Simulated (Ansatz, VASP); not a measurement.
**InSb: VASP beside Ansatz**

Aim: how closely do two programs agree when they are given the same cell, functional and k mesh? The cell is taken from a series of VASP runs on this material, whose earlier steps may have relaxed, scaled or displaced it; both programs get it as it stands.

Program: Ansatz 0.2.0. Level of theory: plane waves, with VASP 6.6.1 beside it; zone-centre phonons at PBEsol and zone-centre phonons at PBEsol with D3(BJ). Results are calculated unless marked as measured.

**1. The starting structure**

Symmetry: F-43m, No. 216, cubic system. The conventional cell has a = 6.521 Å, b = 6.521 Å, c = 6.521 Å, α = 90.00°, β = 90.00°, γ = 90.00°. Nearest to Sb lie 4 In at 2.82 Å. Nearest to In lie 4 Sb at 2.82 Å. Farther neighbours are not listed.

**2. Ansatz: zone-centre phonons, PBEsol**

Ansatz runs on its default PAW (the set named soft_2) files.

Second derivatives magnify differences that forces hide, and they need a tight electronic threshold.

Contents of input.yaml:

```yaml
crystal:
  lattice:
    - [0.0, 3.2606914134, 3.2606914134]
    - [3.2606914134, 0.0, 3.2606914134]
    - [3.2606914134, 3.2606914134, 0.0]
  atoms:
    - { symbol: Sb, position: [0.75, 0.75, 0.75] }
    - { symbol: In, position: [0.0, 0.0, 0.0] }
hamiltonian:
  xc: pbesol
  pseudopotentials: { kind: paw }
kpoints:
  mp_grid: { grid: [10, 10, 10] }
scf:
  occupations: { method: methfessel_paxton, width: 0.15 }
phonons:
  method: dfpt
  qpoints: [[0, 0, 0]]
```

Launch:

```sh
> ansatz run input.yaml --threads 4 --pin off --max-ram 9216MiB --backend cpu --events-out ev --progress --plain --runs-dir out
```

Numbers of over 12 decimals in the logs are rounded to 6 here.

The log of the run:

```text
zone centre: on kpoints.mp_grid the ground state, and the responses unless they are solved on pairs of k-points, stand on 102 of the mesh's 1000 k-points, reduced under 8 symmetry operations, with k and −k counted as one. Each operation leaves every solved displacement unchanged or reverses it
Engine: ansatz 0.2.0, aarch64-unknown-linux-gnu
Pseudopotentials: kind: paw
Pseudopotential: Sb, paw, valence charge 15, recommended cutoff 420 eV (normal), Sb.paw.azcp
Pseudopotential: In, paw, valence charge 13, recommended cutoff 420 eV (normal), In.paw.azcp
Functional definition: PBEsol
  exchange = pbesol_x
  correlation = pbesol_c
Crystal: 2 atoms, lattice volume = 69.336 Å³
Basis set: ecut = 420 eV, 1363 PW (Γ), exchange–correlation on 64×64×64 points (8 copies of the dense FFT grid, shifted against one another)
Bands: 18, of which v1, the nominal top of the filled ones, is band 14 counted from 1 (13 counted from 0)
Symmetry: 24 space group operations
k-points: 102 of 1000 (irreducible under 8 space group operations, time reversal used)
Non-local potential: Sb, projectors of the file, l = 0: 2, l = 1: 2, l = 2: 2, l = 3: 2
Non-local potential: In, projectors of the file, l = 0: 2, l = 1: 2, l = 2: 2, l = 3: 2
PAW form: soft (Blöchl's): semilocal exchange-correlation on the pseudo side does not see the compensation charge
PAW frozen core: Sb, regenerated for the run's functional, and the local potential with it (the file was generated under x = pbe(κ = 0.804, μ = 0.219515), c = pbe(β = 0.066725))
PAW frozen core: In, regenerated for the run's functional, and the local potential with it (the file was generated under x = pbe(κ = 0.804, μ = 0.219515), c = pbe(β = 0.066725))
PAW one-centre angular grid: Sb, 590 points (default); XC on 64 Gauss nodes
PAW one-centre angular grid: In, 590 points (default); XC on 64 Gauss nodes
Initial density: superposition of atomic densities (neutral atoms: chi_scale 0, normalization atom), corrected by the library's trained network
Initial wavefunctions: pseudopotential atomic-orbital guess
Functional: x = pbesol(κ = 0.804, μ = 0.123457), c = pbesol(β = 0.046)
SCF iter   1: F=—  HF=-11933.654250 eV  |F-HF|=—  |Δ(HF+E_count)|=         —  Δρ=3.46e-3  dr2=1.30e-2  ethr=1.77e-3  ⟨swp⟩=5.7  Hψ=9318  notcnv=0
preconditioner: auto → none  [insulator: Δε(μ)=0.139 eV  Ē_g=13.863 eV  σ=0.150 eV  W_gap=0.53  n_scr=14 (ndim 8)  ℏωp=18.9 eV  f_vac=0.116  D(μ)=0.08/eV (n_scr^D=0)  ε∞_Penn≈2.9]
SCF iter   2: F=—  HF=-11933.648372 eV  |F-HF|=—  |Δ(HF+E_count)|=   5.88e-3  S|Δr|=    0.00e0  Δρ=1.24e-3  dr2=8.67e-4  ethr=4.64e-5  ⟨swp⟩=2.5  Hψ=3638  notcnv=0
SCF iter   3: F=—  HF=-11933.648558 eV  |F-HF|=—  |Δ(HF+E_count)|=   1.86e-4  S|Δr|=    0.00e0  Δρ=4.34e-4  dr2=1.33e-4  ethr=3.10e-6  ⟨swp⟩=2.0  Hψ=2755  notcnv=0
SCF iter   4: F=—  HF=-11933.648597 eV  |F-HF|=—  |Δ(HF+E_count)|=   3.92e-5  S|Δr|=    0.00e0  Δρ=1.75e-4  dr2=1.56e-5  ethr=4.76e-7  ⟨swp⟩=2.0  Hψ=2755  notcnv=0
SCF iter   5: F=—  HF=-11933.648620 eV  |F-HF|=—  |Δ(HF+E_count)|=   2.30e-5  S|Δr|=    0.00e0  Δρ=2.09e-5  dr2=2.08e-7  ethr=5.59e-8  ⟨swp⟩=2.0  Hψ=2246  notcnv=0
SCF iter   6: F=—  HF=-11933.648621 eV  |F-HF|=—  |Δ(HF+E_count)|=   7.28e-7  S|Δr|=    0.00e0  Δρ=1.16e-5  dr2=6.04e-8  ethr=7.41e-10  ⟨swp⟩=2.0  Hψ=3266  notcnv=0
SCF iter   7: F=—  HF=-11933.648621 eV  |F-HF|=—  |Δ(HF+E_count)|=   2.92e-8  S|Δr|=    0.00e0  Δρ=4.11e-6  dr2=7.38e-9  ethr=2.16e-10  ⟨swp⟩=3.0  Hψ=3246  notcnv=0
SCF iter   8: F=—  HF=-11933.648621 eV  |F-HF|=—  |Δ(HF+E_count)|=   3.26e-9  S|Δr|=    0.00e0  Δρ=9.89e-7  dr2=4.07e-10  ethr=2.64e-11  ⟨swp⟩=2.0  Hψ=3114  notcnv=0
SCF iter   9: F=-11933.648621 eV  HF=-11933.648621 eV  |F-HF|=3.64e-12  |Δ(HF+E_count)|=  2.04e-10  S|Δr|=    0.00e0  Δρ=7.66e-8  dr2=2.49e-12  ethr=1.00e-12  ⟨swp⟩=5.0  Hψ=9519  notcnv=0
SCF 1 converged in 9 iterations: F = -11933.648621 eV  dr2 = 2.49e-12
  greatest PAW one-centre occupation: 0.996 electrons in one spin orbital (limit 2), on the Sb atom at site 0 (counted from 0), in its partial waves of l = 2
DFPT response loops at Γ: preconditioner auto → Kerker (q_TF=auto, 2.346 Å⁻¹) (partly filled bands, converged f_vac=0.101); β = 1.00, the filter's whole step (`scf.mixing.beta` (0.50) is not read by the response loops under this deck's `scf.mixing.preconditioner`; to damp them name `kerker` or `kerker_dos`, under which they read `scf.mixing.beta`, and type it under 1.00, their step now; both keys bind the ground state too); Broyden in place of MSR1
SCF converged after 9 iterations
Stability not checked: this state was not tested for a lower state beside it, because cold or Methfessel-Paxton smearing, or corrected tetrahedra, fill the levels in a way that the test cannot read (fill_not_monotonic; see scf.lower_state_search)
Free energy (F): -11933.648621 eV
Harris-Foulkes:  -11933.648621 eV  (|F-HF|=3.64e-12)
Internal energy: -11933.648897 eV  (E = F + TS)
E sigma→0 (E₀):  -11933.648690 eV
Entropy (-TS):   0.000276 eV (0.138 meV/atom)
Fermi energy:    6.988267 eV
Step filling:    the computed levels leave a gap of 0.0000 eV = 0.0 smearing widths at the electron count; against every level under it full and every level over it empty, smearing changes F+E_penalty+E_count by +0.104 meV and its σ→0 estimate by +0.035 meV
--- Per-component energies (eV) ---
  E_band       = -269.546532
  E_kinetic    = 450.956552
  E_local      = -3227.843599  (includes V_loc(G=0)·N_el)
  E_nonlocal   = 732.987121
  E_hartree    = 1384.666784
  E_xc         = -350.581338
  E_vxc        = -196.059584  (∫ρ·V_xc dr)
  E_paw        = -8584.745460  (= ΣΔE_a)
  E_vpaw       = -798.920548  (= ΣTr[D̂ρ^β])
  E_aug_tail   = 0.000023  (compensation charges beyond the density's cutoff)
  E_ewald      = -2339.656740
  E_core_change = 0.567760  (= ΣΔE_core)
  E_smearing   = 0.000276  (= −TS)
  E_closure    = 0.000000  (closes the sum)
  Σ components = -11933.648621   (vs F -11933.648621, Δ=0.00e0)
--- Band table (eV; the first three rows and the last of 102) ---
  k-point 0: bands = [... 10 lower, -3.6390, 6.6099, 6.9900, 6.9900, 6.9900, 9.9370, 9.9370, 9.9370]
  k-point 1: bands = [... 10 lower, -3.5502, 5.4364, 6.8541, 6.8541, 7.7240, 10.1184, 10.1273, 10.1273]
  k-point 2: bands = [... 10 lower, -3.2944, 4.0370, 6.5611, 6.5611, 7.8473, 10.5074, 10.5074, 10.9801]
  k-point 101: bands = [... 10 lower, -1.7036, 1.2366, 4.2382, 4.3568, 10.0297, 10.1726, 11.9517, 12.3061]
--- Phonons (Γ-DFPT): 2 representative perturbations + reference, on 102 of 1000 k-points (Σ response iterations 6) ---
  k mesh reduced under 8 symmetry operations, with k and −k counted as one. Each operation leaves every solved displacement unchanged or reverses it
  ASR residual: 6.292e-5 → 0.000e0 eV/Å²; symmetrization residual: 1.122e-5 eV/Å²
  ASR residual per site (eV/Å²): 5.06e-5 6.29e-5
  Γ frequencies (cm⁻¹): 0.00 0.00 0.00 171.25 171.25 171.25
  non-analytic LO–TO correction: not included (Born effective charges unavailable; polar crystals: no LO–TO splitting at Γ)
--- Phonons (arbitrary-q DFPT): 1 explicit q-point ---
  q = [0, 0, 0] (of the zone-centre solve; hermiticity 3.52e-6, symmetrization 5.69e-13): 0.00 0.00 0.00 171.25 171.25 171.25
  sum rule: each row above includes the acoustic sum rule's correction from the zone centre's row sums; it moved no ω² by more than (0.39 cm⁻¹)²
```

Elapsed: 13 s, on 4 threads of Arm Neoverse V1, shared host; peak memory 0.71 GiB.

The column dr2 measures how far the density is from self-consistency, as an energy; F and HF (Harris–Foulkes) agree once it is small.

**3. VASP: zone-centre phonons, PBEsol**

The same cell, functional, mesh and smearing now go to VASP, with its own data sets and cutoff.

Lines of VASP's logs that name or quote its potential files are left out, and so is its time.

Contents of INCAR:

```
SYSTEM = InSb
PREC = Accurate
ENCUT = 450
EDIFF = 1E-08
NELM = 100
ISMEAR = 1
SIGMA = 0.15
LREAL = .FALSE.
ALGO = Normal
GGA = PS
NBANDS = 15
LORBIT = 11
LWAVE = .FALSE.
LCHARG = .FALSE.
KPAR = 2
IBRION = 8
ISIF = 2
```

Contents of POSCAR:

```
InSb
1.0
    0.0000000000      3.2606914134      3.2606914134
    3.2606914134      0.0000000000      3.2606914134
    3.2606914134      3.2606914134      0.0000000000
Sb In
1 1
Direct
    0.7500000000      0.7500000000      0.7500000000
    0.0000000000      0.0000000000      0.0000000000
```

Contents of KPOINTS:

```
Automatic mesh
0
Gamma
10 10 10
0 0 0
```

PAW data sets: Sb and In_d (PBE family, release 64).

Launch:

```sh
> mpirun -np 2 vasp_std
```

The log of the run:

```text
[banner, memory and clock lines left out]
running    2 mpi-ranks, on    1 nodes
 distrk:  each k-point on    1 cores,    2 groups
 distr:  one band on    1 cores,    1 groups

 POSCAR found type information on POSCAR SbIn
 POSCAR found :  2 types and       2 ions
|                                                                             |
|               ----> ADVICE to this user running VASP <----                  |
|                                                                             |
|     You enforced a specific xc type in the INCAR file but a different       |
|     [... a line on the potential file left out ...]
|     I HOPE YOU KNOW WHAT YOU ARE DOING!                                     |
|                                                                             |

 LDA part: xc-table for (Slater+PW92), standard interpolation
 POSCAR, INCAR and KPOINTS ok, starting setup
 FFT: planning ... GRIDC
 FFT: planning ... GRID_SOFT
 FFT: planning ... GRID
 WAVECAR not read
 entering main loop
       N       E                     dE             d eps       ncg     rms          rms(c)
DAV:   1     0.109335257060E+03    0.10934E+03   -0.73868E+03  1410   0.108E+03
DAV:   2    -0.722225689361E+00   -0.11006E+03   -0.10687E+03  1515   0.276E+02
DAV:   3    -0.764031145753E+01   -0.69181E+01   -0.68835E+01  1788   0.748E+01
DAV:   4    -0.783118342284E+01   -0.19087E+00   -0.19082E+00  1803   0.145E+01
DAV:   5    -0.784062642002E+01   -0.94430E-02   -0.94429E-02  2117   0.257E+00    0.393E+00
DAV:   6    -0.772132816017E+01    0.11930E+00   -0.18190E-01  2015   0.721E+00    0.223E+00
DAV:   7    -0.769918472842E+01    0.22143E-01   -0.66914E-02  1938   0.279E+00    0.600E-01
DAV:   8    -0.769842203678E+01    0.76269E-03   -0.75665E-03  1861   0.105E+00    0.246E-01
DAV:   9    -0.769882129517E+01   -0.39926E-03   -0.77866E-04  1634   0.258E-01    0.755E-02
DAV:  10    -0.769880840885E+01    0.12886E-04   -0.41150E-05  1913   0.466E-02    0.348E-02
DAV:  11    -0.769882931035E+01   -0.20902E-04   -0.35430E-05  1592   0.505E-02    0.218E-02
DAV:  12    -0.769882993579E+01   -0.62543E-06   -0.12433E-06  1754   0.930E-03    0.583E-03
DAV:  13    -0.769882988390E+01    0.51883E-07   -0.57398E-07  1655   0.580E-03    0.350E-03
DAV:  14    -0.769882980435E+01    0.79553E-07   -0.48360E-08  1919   0.124E-03    0.901E-04
DAV:  15    -0.769882980382E+01    0.52728E-09   -0.64440E-09  1293   0.537E-04
   1 F= -.76988298E+01 E0= -.76989224E+01  d E =0.277731E-03
 Linear response reoptimize wavefunctions to high precision
DAV:   1    -0.769882984258E+01   -0.38756E-07   -0.10258E-09  1377   0.322E-04
DAV:   2    -0.769882984260E+01   -0.21600E-10   -0.17412E-10  1013   0.123E-04
 Linear response DOF=           2
 Linear response progress:
  Degree of freedom:   1/  2
       N       E                     dE             d eps       ncg     rms          rms(c)
RMM:   1    -0.282200020628E-01   -0.28220E-01    0.31277E-02  9425   0.142E+00
RMM:   2    -0.265882490181E-01    0.16318E-02   -0.91267E-05  8482   0.510E-01    0.818E-02
RMM:   3    -0.269307705369E-01   -0.34252E-03   -0.94215E-04  9441   0.169E-01    0.377E-02
RMM:   4    -0.270007669712E-01   -0.69996E-04   -0.77583E-05  9629   0.610E-02    0.102E-02
RMM:   5    -0.270258496452E-01   -0.25083E-04   -0.11713E-05  9579   0.248E-02    0.475E-03
RMM:   6    -0.270209114920E-01    0.49382E-05   -0.11435E-06  9561   0.711E-03    0.151E-03
RMM:   7    -0.270184558365E-01    0.24557E-05   -0.76876E-08  9888   0.270E-03    0.645E-04
RMM:   8    -0.270187407567E-01   -0.28492E-06   -0.45855E-08  9973   0.948E-04    0.347E-04
RMM:   9    -0.270191228284E-01   -0.38207E-06   -0.41477E-08  9949   0.425E-04    0.569E-05
RMM:  10    -0.270191035306E-01    0.19298E-07   -0.22162E-08 10637   0.160E-04    0.591E-05
RMM:  11    -0.270191133669E-01   -0.98363E-08   -0.11332E-08 10757   0.657E-05    0.336E-05
 first order change of Fermi-energy   0.28780E-03
 force on displaced ion       1 direction 1 :  -6.418   0.000   0.000
 Linear response progress:
  Degree of freedom:   2/  2
       N       E                     dE             d eps       ncg     rms          rms(c)
RMM:   1    -0.234906335928E+00   -0.23491E+00   -0.12642E-01  6902   0.462E+00
RMM:   2    -0.237189164326E+00   -0.22828E-02   -0.10933E-02  8657   0.933E-01    0.689E-02
RMM:   3    -0.237111180114E+00    0.77984E-04   -0.12908E-03  9451   0.292E-01    0.338E-02
RMM:   4    -0.236935359871E+00    0.17582E-03   -0.12002E-04  9734   0.924E-02    0.178E-02
RMM:   5    -0.236871249739E+00    0.64110E-04   -0.95796E-06 10143   0.368E-02    0.556E-03
RMM:   6    -0.236868062919E+00    0.31868E-05   -0.53813E-07 10185   0.115E-02    0.194E-03
RMM:   7    -0.236875222614E+00   -0.71597E-05    0.24726E-06 10005   0.369E-03    0.577E-04
RMM:   8    -0.236872930054E+00    0.22926E-05    0.26210E-06 10344   0.153E-03    0.365E-04
RMM:   9    -0.236872741543E+00    0.18851E-06   -0.84764E-08 10530   0.618E-04    0.162E-04
RMM:  10    -0.236872608848E+00    0.13270E-06   -0.54224E-07 10203   0.282E-04    0.189E-05
RMM:  11    -0.236872712482E+00   -0.10363E-06   -0.44579E-07 10884   0.136E-04    0.303E-05
RMM:  12    -0.236872709860E+00    0.26219E-08   -0.29256E-07 10915   0.685E-05    0.166E-05
RMM:  13    -0.236872704712E+00    0.51478E-08   -0.76389E-08 10836   0.367E-05    0.960E-06
 first order change of Fermi-energy  -0.30875E-04
 force on displaced ion       2 direction 1 :  -6.459   0.000   0.000
 Linear response finished
```

Parts of OUTCAR (step 3):

```text
ion  position               nearest neighbor table
   1  0.750  0.750  0.750-   2 2.82   2 2.82   2 2.82   2 2.82
   2  0.000  0.000  0.000-   1 2.82   1 2.82   1 2.82   1 2.82

  LATTYP: Found a face centered cubic cell.
 ALAT       =     6.5213828268

 Subroutine GETGRP returns: Found 24 space group operations
 (whereof 24 operations were pure point group operations)

The static configuration has the point symmetry T_d .

 Found     47 irreducible k-points:

   k-points           NKPTS =     47   k-points in BZ     NKDIM =     47   number of bands    NBANDS=     15

   dimension x,y,z NGX =    32 NGY =   32 NGZ =   32
   dimension x,y,z NGXF=    64 NGYF=   64 NGZF=   64

   ENCUT  =  450.0 eV  33.07 Ry    5.75 a.u.   7.98  7.98  7.98*2*pi/ulx,y,z

   NELECT =      18.0000    total number of electrons

 k-points in reciprocal lattice and weights: Automatic mesh
   0.00000000  0.00000000  0.00000000       0.001
   0.10000000  0.00000000  0.00000000       0.008
   0.20000000  0.00000000  0.00000000       0.008
   0.30000000  0.00000000  0.00000000       0.008
   0.40000000  0.00000000  0.00000000       0.008
   0.50000000  0.00000000  0.00000000       0.004
   0.10000000  0.10000000  0.00000000       0.006
   0.20000000  0.10000000  0.00000000       0.024
   0.30000000  0.10000000  0.00000000       0.024
[...]
-0.30000000  0.40000000  0.20000000       0.024
  -0.30000000  0.50000000  0.20000000       0.012

 average (electrostatic) potential at core
       1 -87.2715       2 -96.2788

  Total        0.0003461      0.0003461      0.0003461      0.0000000      0.0000000      0.0000000
  in kB        0.0079972      0.0079972      0.0079972      0.0000000      0.0000000      0.0000000
  external PRESSURE =       0.0079972 kB  Pullay stress =       0.0000000 kB

  energy-cutoff  :      450.00
  volume of cell :       69.34
      direct lattice vectors                 reciprocal lattice vectors
     0.000000000  3.260691413  3.260691413    -0.153341711  0.153341711  0.153341711
     3.260691413  0.000000000  3.260691413     0.153341711 -0.153341711  0.153341711
     3.260691413  3.260691413  0.000000000     0.153341711  0.153341711 -0.153341711

 POSITION                                       TOTAL-FORCE (eV/Angst)
 -----------------------------------------------------------------------------------
      4.89104      4.89104      4.89104         0.000000      0.000000      0.000000
      0.00000      0.00000      0.00000        -0.000000     -0.000000     -0.000000
 -----------------------------------------------------------------------------------
    total drift:                                0.000000      0.000000      0.000000

 Eigenvectors and eigenvalues of the dynamical matrix
 ----------------------------------------------------

   1 f  =    5.160632 THz    32.425206 2PiTHz  172.140151 cm-1    21.342649 meV
             X         Y         Z           dx          dy          dz
      4.891037  4.891037  4.891037    -0.695513    0.000000    0.000000
      0.000000  0.000000  0.000000     0.718514    0.000000    0.000000

   2 f  =    5.160632 THz    32.425206 2PiTHz  172.140151 cm-1    21.342649 meV
             X         Y         Z           dx          dy          dz
      4.891037  4.891037  4.891037     0.000000    0.695513    0.000000
      0.000000  0.000000  0.000000     0.000000   -0.718514    0.000000

   3 f  =    5.160632 THz    32.425206 2PiTHz  172.140151 cm-1    21.342649 meV
             X         Y         Z           dx          dy          dz
      4.891037  4.891037  4.891037     0.000000    0.000000   -0.695513
      0.000000  0.000000  0.000000     0.000000    0.000000    0.718514

   4 f/i=    0.008339 THz     0.052398 2PiTHz    0.278175 cm-1     0.034489 meV
             X         Y         Z           dx          dy          dz
      4.891037  4.891037  4.891037     0.000000    0.401241   -0.596043
      0.000000  0.000000  0.000000     0.000000    0.388397   -0.576963

   5 f/i=    0.008339 THz     0.052398 2PiTHz    0.278175 cm-1     0.034489 meV
             X         Y         Z           dx          dy          dz
      4.891037  4.891037  4.891037    -0.718514    0.000000    0.000000
      0.000000  0.000000  0.000000    -0.695513    0.000000    0.000000

   6 f/i=    0.008339 THz     0.052398 2PiTHz    0.278175 cm-1     0.034489 meV
             X         Y         Z           dx          dy          dz
      4.891037  4.891037  4.891037     0.000000   -0.596043   -0.401241
      0.000000  0.000000  0.000000     0.000000   -0.576963   -0.388397

 ELASTIC MODULI CONTR FROM IONIC RELAXATION (kBar)
 Direction    XX          YY          ZZ          XY          YZ          ZX
 --------------------------------------------------------------------------------
 XX          -0.0000      0.0000      0.0000     -0.0000      0.0000      0.0000
 YY           0.0000     -0.0000      0.0000     -0.0000     -0.0000     -0.0000
 ZZ           0.0000      0.0000     -0.0000      0.0000     -0.0000      0.0000
 XY          -0.0000     -0.0000      0.0000   -173.2413     -0.0000     -0.0000
 YZ           0.0000     -0.0000     -0.0000     -0.0000   -173.2413      0.0000
 ZX           0.0000     -0.0000      0.0000     -0.0000      0.0000   -173.2413
 --------------------------------------------------------------------------------
```

**4. Side by side**

Known differences besides the potentials themselves: the data sets hold 28 valence electrons in Ansatz (default PAW (the set named soft_2) files) and 18 in VASP; the cutoff is 420 eV in Ansatz and 450 eV in VASP; Ansatz makes its cores anew for this functional, VASP keeps those of its PBE data sets; VASP leaves aspherical gradient terms in its spheres out (LASPH is not set), Ansatz keeps them. Total energies have different zeros and are not compared.

Compared:

| quantity | Ansatz | VASP | difference |
| --- | --- | --- | --- |
| optical mode 1 to 3 (cm⁻¹) | 171.2 | 172.1 | -0.52 % |

Modes are paired by rising frequency and degeneracy, not by their patterns, so a pair may still set unlike modes beside each other.

[end of part 1 of 2]

[Lines on the potential files, build, host, timing and source positions are cut from VASP's logs without a mark.]

[Logs are printed without paths, hosts, clocks, repeated set-up lines and the standing remarks that a program may print on its own settings, such as how far it seeks lower states.]

[Hosts, paths, dates, database ids (printed as entryN), source tags and the programs' standing remarks are cut or masked in the printed files.]
